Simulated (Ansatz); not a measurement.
GaAs, space group F-43m, cell relaxations under several functionals

With Ansatz's Python interface.

Run as a notebook:

```python
import ansatz as az
from ase import Atoms
import numpy as np
```

```python
def edges_and_angles(cell):
    cell = np.asarray(cell)
    a, b, c = np.linalg.norm(cell, axis=1)
    cosines = cell[1] @ cell[2] / (b * c), cell[0] @ cell[2] / (a * c), cell[0] @ cell[1] / (a * b)
    return (a, b, c, *np.degrees(np.arccos(cosines)))

atoms = Atoms(
    ['Ga', 'As'],
    scaled_positions=[
        [0.0, 0.0, 0.0],
        [0.25, 0.25, 0.25],
    ],
    cell=[
        [0.0, 2.82685, 2.82685],
        [2.82685, 0.0, 2.82685],
        [2.82685, 2.82685, 0.0],
    ],
    pbc=True,
)
xtal = az.Crystal.from_ase(atoms)
```

```python
len(xtal.resolved().sites)
```

    2

```python
model = (
    xtal.calculation()
    .kpoints(6, 6, 6)
    .occupations('fixed')
    .basis(450)
    .relax(cell=True, force_tolerance=0.005)
)
```

```python
levels = [('pbesol', 'none'), ('r2scan', 'd4'), ('r2scan', 'none'), ('r2scan', 'rvv10')]
print('level            a       b       c    alpha   beta  gamma  V/atom  steps')
for name, dispersion in levels:
    seen = []
    run = model.functional(name, dispersion=dispersion).session().plan()
    out = run.execute(on_event=lambda e: seen.append(e) if e['event'] == 'relax_step' else None)
    cell = out.lattice.cell_ang
    label = name if dispersion == 'none' else f'{name}+{dispersion}'
    print('{:13s} {:7.4f} {:7.4f} {:7.4f} {:6.2f} {:6.2f} {:6.2f}'.format(label, *edges_and_angles(cell)), f'{abs(np.linalg.det(cell)) / len(out.lattice.sites):7.3f} {len(seen):5d}')
```

    level            a       b       c    alpha   beta  gamma  V/atom  steps
    pbesol         4.0004  4.0004  4.0004  60.00  60.00  60.00  22.635     3
    DeckWarning: basis.ecutwfc = 450 eV is below the records' recommended 500 eV, and the density's cutoff is lower with it unless basis.ecutrho_ratio is high enough to keep the records' density cutoff: compare with a run at a higher cutoff
    r2scan+d4      3.9903  3.9903  3.9903  60.00  60.00  60.00  22.463     4
    r2scan         4.0067  4.0067  4.0067  60.00  60.00  60.00  22.741     4
    r2scan+rvv10   3.9930  3.9930  3.9930  60.00  60.00  60.00  22.508     3

From smallest to largest: r2SCAN+D4 (22.46 Å³ an atom, -0.6 % against the start), r2SCAN+RVV10 (22.51 Å³ an atom, -0.4 % against the start), PBEsol (22.63 Å³ an atom, +0.2 % against the start) and r2SCAN (22.74 Å³ an atom, +0.7 % against the start). The spread is 1.2 % in volume.

What to keep in mind:
- The cutoff lies under the one recommended for these potentials in some of the runs.
- Forces vanish by symmetry, so the ions can't move, and the end may be a saddle.
- Edges and angles are those of the cell as typed, here a primitive one, not of the conventional cell.
- The starting cell is as deposited in a crystallographic database; the results hold for this polymorph, which needn't be the stable one.
- Warnings are shown shortened and without file and line.
- The whole script took 44 s on 1 thread of Intel(R) Xeon(R) Processor @ 2.30GHz (shared host), peak memory 0.69 GiB.
